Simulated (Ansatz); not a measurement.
**Hf₂S: strain energy, fitted**

Hf₂S, P6_3/mmc, a = 3.381 Å, c = 11.741 Å. The structure is a Materials Project entry; whether it is the stable form wasn't checked. Ansatz: r2SCAN, PAW, 500 eV, Γ-centred 12×12×4 mesh on 6 atoms, Gaussian smearing 0.10 eV; no spin polarisation. Series: biaxial strain in the a-b plane, c and atoms relaxed; x is the strain in per cent. y is the free energy over the unstrained cell, V0 = 19.377 Å³/atom.

| x (%) | y (meV/atom) |
| --- | --- |
| -3.0 | ? |
| -1.5 | 6.79 |
| 0.0 | 0.00 |
| 1.5 | 6.58 |
| 3.0 | 25.79 |

Fit y = c2 x² + c3 x³ to the other rows, turn c2 into a modulus, and predict the missing energy.

Least squares on the rows shown. y = 2.9687 x² − 0.034291 x³. In eV per unit strain² c2 is 29.69; M is the biaxial modulus (E = M V0 ε²): 29.69 × 160.2 / (19.377) = 245 GPa. At x = -3.0 the fit asked for gives 27.64 meV/atom. The run gave 27.80 meV/atom, so the fit is 0.16 meV/atom too low, 0.58 % of the span of the series, against an rms of 0.010 meV/atom on the fitted rows. The row lies outside the fitted range. With a term in x⁴ added, a fit to the same known rows (none to spare) predicts 27.47 meV/atom, further off still.

Spin–orbit coupling is left out, which can shift energies with elements as heavy as these.